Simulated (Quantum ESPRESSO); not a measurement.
# CoO (R3m) in Quantum ESPRESSO: further runs, part 2 of 2

Quantum ESPRESSO 7.5. Earlier steps stand in the parts before.

### Step 8. Single point, LDA, collinear spin, ferromagnetic start, 12.10 Å³/atom

The input, pw.in:

```
&CONTROL
  calculation = 'scf'
  prefix = 'pwscf'
  outdir = './tmp'
  pseudo_dir = './pseudo'
  tprnfor = .true.
  tstress = .true.
  disk_io = 'nowf'
/
&SYSTEM
  ibrav = 0
  nat = 2
  ntyp = 2
  ecutwfc = 56
  ecutrho = 448
  nbnd = 21
  occupations = 'smearing'
  smearing = 'fd'
  degauss = 0.00367493
  nspin = 2
  starting_magnetization(1) = 0.1176
  starting_magnetization(2) = 0
/
&ELECTRONS
  conv_thr = 4d-10
  electron_maxstep = 120
  mixing_beta = 0.3
/
ATOMIC_SPECIES
Co    58.9332 co_lda_v1.2.uspp.F.UPF
O     15.9990 o_lda_v1.2.uspp.F.UPF
CELL_PARAMETERS angstrom
   1.6336438949    0.9431847425    2.6168066281
  -1.6336438949    0.9431847425    2.6168066281
   0.0000000000   -1.8863694850    2.6168066281
ATOMIC_POSITIONS crystal
Co     0.9989783200    0.9989783200    0.9989783200
O      0.7510210300    0.7510210300    0.7510210300
K_POINTS automatic
10 10 10 0 0 0
```

Run with:

```sh
OMP_NUM_THREADS=1 mpirun -n 2 pw.x -nk 2 -in pw.in > pw.out
```

Run time: 2.6 min. Hardware: 2 MPI ranks of Intel Xeon at 2.50GHz (Skylake/Cascade Lake), shared host; peak memory 0.34 GiB.

Results (log left out):

```yaml
Free_energy: -4497.4724 eV
Pressure: -19.6 GPa
Largest_force: 0.144 eV/Å
Band_gap_on_the_k_mesh: none (metal or under the smearing width)
Net_moment: 2.95 μB per cell
Absolute_moment: 2.96 μB per cell
Site_moments: Co +2.37; O +0.36 μB
Valence_electrons_inside_the_program's_atomic_spheres: Co 14.19; O 5.29
```

Caveat: a cell with one magnetic atom can't hold antiferromagnetic order, which such compounds often take; semilocal functionals often make such compounds metallic where correlation or magnetic order opens a gap, which also shifts bond lengths.

### Step 9. Equation of state, LDA, collinear spin, ferromagnetic start

Potentials or basis: GBRV 1.5 LDA.

No new run: the results of the series are fitted here.

What came out:

```yaml
Equilibrium_volume: outside the volumes run
```

Energy against volume, from the lowest point:
```
volume (Å³/atom)  energy (meV/atom)
          10.727               0.00
          10.955              13.09
          11.183              28.87
          11.411              47.36
          11.640              68.56
          11.868              92.45
          12.096             118.88
```

### Step 10. Band structure, r2SCAN, collinear spin, ferromagnetic start

The input, pw.in:

```
&CONTROL
  calculation = 'scf'
  prefix = 'pwscf'
  outdir = './tmp'
  pseudo_dir = './pseudo'
  tprnfor = .true.
  disk_io = 'low'
/
&SYSTEM
  ibrav = 0
  celldm(1) = 8
  nat = 2
  ntyp = 2
  ecutwfc = 88
  nbnd = 21
  input_dft = 'r2scan'
  occupations = 'smearing'
  smearing = 'fd'
  degauss = 0.00367493
  nspin = 2
  starting_magnetization(1) = 0.1176
  starting_magnetization(2) = 0
  nosym = .true.
/
&ELECTRONS
  conv_thr = 1d-08
  electron_maxstep = 120
  mixing_beta = 0.3
/
ATOMIC_SPECIES
Co    58.9332 Co_ONCV_PBE-1.2.upf
O     15.9990 O_ONCV_PBE-1.2.upf
CELL_PARAMETERS alat
  0.3784695865318   0.2185095176627   0.6062408861864
 -0.3784695865318   0.2185095176627   0.6062408861864
  0.0000000000000  -0.4370190353254   0.6062408861864
ATOMIC_POSITIONS crystal
Co     0.9989783200    0.9989783200    0.9989783200
O      0.7510210300    0.7510210300    0.7510210300
K_POINTS automatic
6 6 6 0 0 0
```

The input, bands.in:

```
&CONTROL
  calculation = 'bands'
  prefix = 'pwscf'
  outdir = './tmp'
  pseudo_dir = './pseudo'
  disk_io = 'low'
  verbosity = 'high'
/
&SYSTEM
  ibrav = 0
  celldm(1) = 8
  nat = 2
  ntyp = 2
  ecutwfc = 88
  nbnd = 21
  input_dft = 'r2scan'
  occupations = 'smearing'
  smearing = 'fd'
  degauss = 0.00367493
  nspin = 2
  starting_magnetization(1) = 0.1176
  starting_magnetization(2) = 0
  nosym = .true.
/
&ELECTRONS
  conv_thr = 1d-08
  electron_maxstep = 120
  mixing_beta = 0.3
  diago_full_acc = .true.
  startingwfc = 'random'
/
ATOMIC_SPECIES
Co    58.9332 Co_ONCV_PBE-1.2.upf
O     15.9990 O_ONCV_PBE-1.2.upf
CELL_PARAMETERS alat
  0.3784695865318   0.2185095176627   0.6062408861864
 -0.3784695865318   0.2185095176627   0.6062408861864
  0.0000000000000  -0.4370190353254   0.6062408861864
ATOMIC_POSITIONS crystal
Co     0.9989783200    0.9989783200    0.9989783200
O      0.7510210300    0.7510210300    0.7510210300
K_POINTS crystal
60
 0.0000000000  0.0000000000  0.0000000000 1
 0.0714285714  0.0000000000  0.0000000000 1
 0.1428571429  0.0000000000  0.0000000000 1
 0.2142857143  0.0000000000  0.0000000000 1
 0.2857142857  0.0000000000  0.0000000000 1
 0.3571428571  0.0000000000  0.0000000000 1
 0.4285714286  0.0000000000  0.0000000000 1
 0.5000000000  0.0000000000  0.0000000000 1
 0.5000000000  0.0422124778 -0.0422124778 1
 0.5000000000  0.0844249555 -0.0844249555 1
 0.5000000000  0.1266374333 -0.1266374333 1
 0.5000000000  0.1688499110 -0.1688499110 1
 0.5000000000  0.2110623888 -0.2110623888 1
 0.5000000000  0.2532748666 -0.2532748666 1
 0.7467251334  0.5000000000  0.2532748666 1
 0.7056042779  0.5000000000  0.2943957221 1
 0.6644834223  0.5000000000  0.3355165777 1
 0.6233625667  0.5000000000  0.3766374333 1
 0.5822417111  0.5000000000  0.4177582889 1
 0.5411208556  0.5000000000  0.4588791444 1
 0.5000000000  0.5000000000  0.5000000000 1
 0.4375000000  0.4375000000  0.4375000000 1
 0.3750000000  0.3750000000  0.3750000000 1
 0.3125000000  0.3125000000  0.3125000000 1
 0.2500000000  0.2500000000  0.2500000000 1
 0.1875000000  0.1875000000  0.1875000000 1
 0.1250000000  0.1250000000  0.1250000000 1
 0.0625000000  0.0625000000  0.0625000000 1
 0.0000000000  0.0000000000  0.0000000000 1
 0.0376637433  0.0000000000 -0.0376637433 1
 0.0753274867  0.0000000000 -0.0753274867 1
 0.1129912300  0.0000000000 -0.1129912300 1
 0.1506549733  0.0000000000 -0.1506549733 1
 0.1883187166  0.0000000000 -0.1883187166 1
 0.2259824600  0.0000000000 -0.2259824600 1
 0.2636462033  0.0000000000 -0.2636462033 1
 0.3013099466  0.0000000000 -0.3013099466 1
 0.3389736900  0.0000000000 -0.3389736900 1
 0.3766374333  0.0000000000 -0.3766374333 1
 0.6233625667  0.3766374333  0.0000000000 1
 0.5822417111  0.4177582889  0.0000000000 1
 0.5411208556  0.4588791444  0.0000000000 1
 0.5000000000  0.5000000000  0.0000000000 1
 0.5411208556  0.5411208556  0.0844249555 1
 0.5822417111  0.5822417111  0.1688499110 1
 0.6233625667  0.6233625667  0.2532748666 1
 0.6028021389  0.6028021389  0.2943957221 1
 0.5822417111  0.5822417111  0.3355165777 1
 0.5616812834  0.5616812834  0.3766374333 1
 0.5411208556  0.5411208556  0.4177582889 1
 0.5205604278  0.5205604278  0.4588791444 1
 0.5000000000  0.5000000000  0.5000000000 1
 0.5000000000  0.0000000000  0.0000000000 1
 0.5352464476  0.0538053476  0.0538053476 1
 0.5704928953  0.1076106952  0.1076106952 1
 0.6057393429  0.1614160428  0.1614160428 1
 0.6409857905  0.2152213904  0.2152213904 1
 0.6762322382  0.2690267381  0.2690267381 1
 0.7114786858  0.3228320857  0.3228320857 1
 0.7467251334  0.3766374333  0.3766374333 1
```

Potentials or basis: SG15 PBE 1.2.

Run with:

```sh
OMP_NUM_THREADS=1 mpirun -n 2 pw.x -nk 2 -in pw.in > pw.out
OMP_NUM_THREADS=1 mpirun -n 2 pw.x -nk 2 -in bands.in > bands.out
```

It took 17 min on 2 MPI ranks of Intel Xeon at 2.50GHz (Skylake/Cascade Lake), shared host; peak memory 0.34 GiB.

It converged, with:

```
Free energy                                           : -4121.9630 eV
Largest force                                         : 0.343 eV/Å
Band gap along the path                               : 0.04 eV, indirect (least direct gap 0.08 eV)
Net moment                                            : 3.00 μB per cell
Absolute moment                                       : 3.02 μB per cell
Site moments                                          : Co +2.43; O +0.31 μB
Valence electrons inside the program's atomic spheres : Co 14.12; O 5.33
```

Forces in eV/Å, atoms in the order of the input:
```
Co   0.000  0.000  0.343
O    0.000  0.000 -0.343
```

Levels at the corners of the path, in eV from the Fermi level:
Spin up:
| point | band 9 | band 10 | band 11 | band 12 | band 13 | band 14 | band 15 | band 16 | band 17 | band 18 |
| --- | --- | --- | --- | --- | --- | --- | --- | --- | --- | --- |
| Γ | -2.80 | -2.80 | -0.36 | -0.36 | -0.24 | 0.27 | 14.75 | 14.75 | 15.34 | 20.56 |
| L | -3.59 | -2.87 | -2.86 | -1.10 | -1.07 | 6.06 | 7.28 | 14.09 | 14.44 | 18.00 |
| B1 | -3.96 | -3.68 | -3.24 | -2.34 | -1.38 | 7.06 | 10.53 | 10.74 | 11.88 | 19.46 |
| B | -3.96 | -3.68 | -3.24 | -2.34 | -1.38 | 7.06 | 10.53 | 10.74 | 11.88 | 19.46 |
| Z | -3.67 | -2.95 | -2.94 | -1.20 | -1.20 | 6.03 | 7.57 | 13.99 | 13.99 | 17.72 |
| Γ | -2.80 | -2.80 | -0.36 | -0.36 | -0.24 | 0.27 | 14.75 | 14.75 | 15.34 | 20.56 |
| X | -4.23 | -3.37 | -3.01 | -1.80 | -1.74 | 6.55 | 9.85 | 10.52 | 14.88 | 16.15 |
| Q | -4.23 | -3.37 | -3.01 | -1.80 | -1.74 | 6.55 | 9.85 | 10.52 | 14.88 | 16.15 |
| F | -4.20 | -2.79 | -2.58 | -2.48 | -1.97 | 5.28 | 10.53 | 11.50 | 14.88 | 15.19 |
| P1 | -4.26 | -3.33 | -3.12 | -1.80 | -1.78 | 6.65 | 9.78 | 10.57 | 14.54 | 16.41 |
| Z | -3.67 | -2.95 | -2.94 | -1.20 | -1.20 | 6.03 | 7.57 | 13.99 | 13.99 | 17.72 |
| L | -3.59 | -2.87 | -2.86 | -1.10 | -1.07 | 6.06 | 7.28 | 14.09 | 14.44 | 18.00 |
| P | -4.26 | -3.33 | -3.12 | -1.80 | -1.78 | 6.65 | 9.78 | 10.57 | 14.54 | 16.41 |
Spin down:
| point | band 7 | band 8 | band 9 | band 10 | band 11 | band 12 | band 13 | band 14 |
| --- | --- | --- | --- | --- | --- | --- | --- | --- |
| Γ | -4.77 | -4.77 | -0.63 | -0.63 | 0.96 | 3.68 | 3.68 | 3.73 |
| L | -4.69 | -4.68 | -0.32 | -0.29 | 1.34 | 2.77 | 2.78 | 6.62 |
| B1 | -5.41 | -4.56 | -0.17 | -0.14 | 0.02 | 2.05 | 2.19 | 8.68 |
| B | -5.41 | -4.56 | -0.17 | -0.14 | 0.02 | 2.05 | 2.19 | 8.68 |
| Z | -4.64 | -4.64 | -0.25 | -0.25 | 1.12 | 2.65 | 2.65 | 6.56 |
| Γ | -4.77 | -4.77 | -0.63 | -0.63 | 0.96 | 3.68 | 3.68 | 3.73 |
| X | -5.14 | -4.52 | -0.26 | -0.21 | 0.38 | 2.06 | 2.26 | 8.05 |
| Q | -5.14 | -4.52 | -0.26 | -0.21 | 0.38 | 2.06 | 2.26 | 8.05 |
| F | -4.46 | -4.44 | -0.24 | -0.04 | 0.11 | 2.04 | 2.06 | 6.88 |
| P1 | -5.17 | -4.51 | -0.23 | -0.18 | 0.26 | 2.07 | 2.22 | 8.11 |
| Z | -4.64 | -4.64 | -0.25 | -0.25 | 1.12 | 2.65 | 2.65 | 6.56 |
| L | -4.69 | -4.68 | -0.32 | -0.29 | 1.34 | 2.77 | 2.78 | 6.62 |
| P | -5.17 | -4.51 | -0.23 | -0.18 | 0.26 | 2.07 | 2.22 | 8.11 |

Caveat: the k mesh is coarse (spacing up to 0.40 Å⁻¹), so the values aren't converged; the potentials were made for another functional, which shifts forces and pressure; a cell with one magnetic atom can't hold antiferromagnetic order, which such compounds often take.
